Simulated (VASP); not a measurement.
The system is TaC.

```
Ta C
1.0
     0.00000    2.23390    2.23390
     2.23390    0.00000    2.23390
     2.23390    2.23390    0.00000
Ta C
1 1
Cartesian
  0.0000 0.0000 0.0000
  2.2339 2.2339 2.2339
```

The cell is a database's computed one.

```yaml
Program: VASP 6.6.1
Task: relaxation of cell and atoms
Functional: PBEsol
Potentials_or_basis: VASP PAW PBE potentials, release 64 (Ta_pv, C)
Cutoff: 600 eV
k_mesh: 6 × 6 × 6
Occupations: gaussian, width 0.1 eV
Spin: no spin polarisation
```

At the start: pressure -5.8 GPa; volume 11.15 Å³/atom.

Question: How do energy, volume and symmetry change on relaxing?

Answer: Over 4 steps the energy falls by 3.5 meV/atom and the volume is 10.95 Å³/atom (-1.7 %); space group Fm-3m (No. 225, to 0.05 Å).

Step by step:
```
step  energy change (eV)  largest force (eV/Å)  pressure (GPa)  volume (Å³)
   1              0.0000                0.0000           -5.75        22.30
   2              0.0339                0.0000           15.42        21.03
   3             -0.0070                0.0000           -0.09        21.92
   4             -0.0070                0.0000            0.03        21.91
```

Final structure:
```
Ta C
1.0
     0.00000    2.22092    2.22092
     2.22092    0.00000    2.22092
     2.22092    2.22092    0.00000
Ta C
1 1
Direct
  0.00000 0.00000 0.00000
  0.50000 0.50000 0.50000
```

Caveat: the k mesh is coarse (spacing up to 0.41 Å⁻¹), so the values aren't converged; the PAW data sets were made with another functional, which shifts forces and pressure a little.
